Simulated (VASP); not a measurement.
Input of a VASP 6.6.1 run:

Contents of INCAR:

```
SYSTEM = SiC
PREC = Accurate ; ENCUT = 500
EDIFF = 1E-6 ; ISMEAR = 0
SIGMA = 0.05 ; LREAL = .FALSE.
LASPH = .TRUE. ; NELM = 80
ALGO = Normal ; ISIF = 2
LWAVE = .FALSE. ; LCHARG = .FALSE.
GGA = ML ; LUSE_VDW = .TRUE.
AGGAC = 0.0 ; ZAB_VDW = -1.8867
IBRION = 2 ; NSW = 60
EDIFFG = -0.01
```

SiC.cif

```cif
data_SiC
_cell_length_a 3.08157135
_cell_length_b 3.08157135
_cell_length_c 3.08157135
_cell_angle_alpha 60.00000000
_cell_angle_beta 60.00000000
_cell_angle_gamma 60.00000000
_space_group_name_H-M_alt 'P1'
_space_group_name_Hall 'P 1'
_space_group_IT_number 1
loop_
_space_group_symop_operation_xyz
'x,y,z'
loop_
_atom_site_label
_atom_site_type_symbol
_atom_site_symmetry_multiplicity
_atom_site_Wyckoff_symbol
_atom_site_fract_x
_atom_site_fract_y
_atom_site_fract_z
_atom_site_occupancy
Si1 Si 1 a 0.0042790000 0.0229970000 0.9971950000 1
C1 C 1 a 0.7300430000 0.7830530000 0.7419040000 1
```

KPOINTS

```
regular mesh
0
G
  10 10 10
  0 0 0
```

Contents of POSCAR:

```
Si C 
 1.0000000000000000
     3.0815713499999999    0.0000000000000000    0.0000000000000000
     1.5407856750000004    2.6687190726743073    0.0000000000000000
     1.5407856750000004    0.8895730242247694    2.5160924711598365
 Si  C  
   1   1
Cartesian
  1.5850832631562506  0.9484503044061100  2.5090348317782332
  4.5993114936590258  2.7497262609792883  1.8666990687233673
```

Potentials or basis: VASP PAW PBE potentials, release 64 (Si, C).

Launch:

```console
$ ase convert -i cif -o vasp SiC.cif POSCAR
$ cat potpaw_PBE.64/Si/POTCAR potpaw_PBE.64/C/POTCAR > POTCAR
$ mpirun -np 1 vasp_std > vasp.out
```

Problem. What does it give for the band gap on the k mesh?

Solution. 1.94 eV, indirect (least direct gap 5.05 eV).

Problem. Predict the energy gained by relaxing.

Solution. 25.6 meV/atom.

Forces on the atoms (eV/Å):
```
Si  -0.004  0.002  0.000
C    0.004 -0.002  0.000
```

Caveat: the PAW data sets were made with another functional, which shifts forces and pressure a little. A k mesh can miss the band edges.
